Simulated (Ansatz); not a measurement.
BaF$_{2}$ at several levels of theory

One geometry, relaxed with PBE, and single points on it; plane waves with PAW potentials in Ansatz, scalar-relativistic unless the row names spin-orbit coupling. No spin polarisation. Meshes are on the primitive cell of 3 atoms. Gaps are the least over mesh and band path; pressure is positive in compression. Smearing is Gaussian, 0.02 eV.

```
CELL_PARAMETERS angstrom
0.00000 3.12300 3.12300
3.12300 0.00000 3.12300
3.12300 3.12300 0.00000
ATOMIC_POSITIONS crystal
Ba 0.00000 0.00000 0.00000
F 0.25000 0.25000 0.25000
F 0.75000 0.75000 0.75000
```

```json
{"level": "PBE", "cutoff (eV)": "420", "k mesh": "6×6×6", "gap (eV)": "6.73", "pressure (GPa)": "0.0", "rough cost with bands (core-min)": "0.23"}
```

What do r2SCAN, PBE with spin-orbit coupling, LDA give on the same cell?

| level | cutoff (eV) | k mesh | gap (eV) | pressure (GPa) | rough cost with bands (core-min) |
| --- | --- | --- | --- | --- | --- |
| r2SCAN | 500 | 6×6×6 | 7.31 | -1.4 | 0.3 |
| PBE with spin-orbit coupling | 420 | 6×6×6 | 6.72 | 0.0 | 0.4 |
| LDA | 420 | 6×6×6 | 6.36 | -5.6 | 0.25 |

Spin-orbit coupling is left out except in a row that names it, which matters for the bands of heavy elements.